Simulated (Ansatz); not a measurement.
## ZnS: equation of state with revPBE0

The system is ZnS.

```
Zn S
1.0
     0.00000    2.70200    2.70200
     2.70200    0.00000    2.70200
     2.70200    2.70200    0.00000
Zn S
1 1
Direct
  0.75000 0.75000 0.75000
  0.00000 0.00000 0.00000
```

- Program: Ansatz 0.2.0
- Task: equation of state
- Functional: revPBE0
- Potentials or basis: Ansatz PAW
- Cutoff: 420 eV
- Density cutoff: 1680 eV
- k mesh: 5 × 5 × 5
- Occupations: fermi-dirac, width 0.05 eV
- Spin: no spin polarisation

```json
{
  "Equilibrium volume": "20.31 Å³/atom",
  "Bulk modulus": "72 GPa",
  "Pressure derivative of the bulk modulus": "4.3 (rough: it moves with the points fitted)"
}
```

Energy against volume, from the lowest point:
```tsv
volume (Å³/atom)	energy (meV/atom)
18.543	39.90
18.938	22.99
19.332	11.05
19.727	3.52
20.121	0.00
20.516	0.04
20.910	3.41
```

All runs of the series together: 81 s on 2 threads of Arm Neoverse V1, on a shared host.

Caveat: the k mesh is coarse (spacing up to 0.40 Å⁻¹), so the values aren't converged; the potentials were made for another functional, which shifts forces and pressure. Zero-point motion and thermal expansion aren't in these numbers.
